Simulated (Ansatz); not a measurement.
# C, one cell by several methods

```xyz
2
Lattice="1.2177 0.7030 3.3189 -1.2177 0.7030 3.3189 0.0000 -1.4061 3.3189" Properties=species:S:1:pos:R:3 pbc="T T T"
C     0.0000    0.0000    1.6329
C     0.0000    0.0000    8.3238
```

Atoms are numbered in the order listed.

The cell is COD entry 1200018, as deposited and not checked against the literature; nothing was relaxed. It is an old determination, and later ones may differ. The listed cell was then made from it by scaling, straining or moving an atom.

Levels of theory: DFT, PBE, PAW with Ansatz's default frozen-core files, scalar-relativistic (Ansatz 0.2.0); DFT, PBE, all-electron LAPW, scalar-relativistic (Ansatz 0.2.0).

For PAW: a Γ-centred 17×17×17 k mesh, Fermi–Dirac smearing of 0.03 eV, cutoff 420 eV, no spin polarisation. LAPW targets a basis error of 0.5 meV/atom. The Ansatz runs share mesh, smearing and spin set-up. Plane-wave (PAW) pressures include the program's estimate of the Pulay term.

Stress and pressure are positive in compression.

The change that made this cell: volume scaled by 0.975.

PAW results:

| quantity | PAW |
| --- | --- |
| pressure (GPa) | 12.00 |
| stress xx (GPa) | 16.25 |
| stress zz (GPa) | 3.49 |
| force on C1, z (eV/Å) | 0.859 |
| band gap (eV) | 0.389 |

What does full-potential LAPW give for the same quantities?


```tsv
quantity	LAPW
pressure (GPa)	11.92
stress xx (GPa)	16.14
stress zz (GPa)	3.50
force on C1, z (eV/Å)	0.860
band gap (eV)	0.388
```
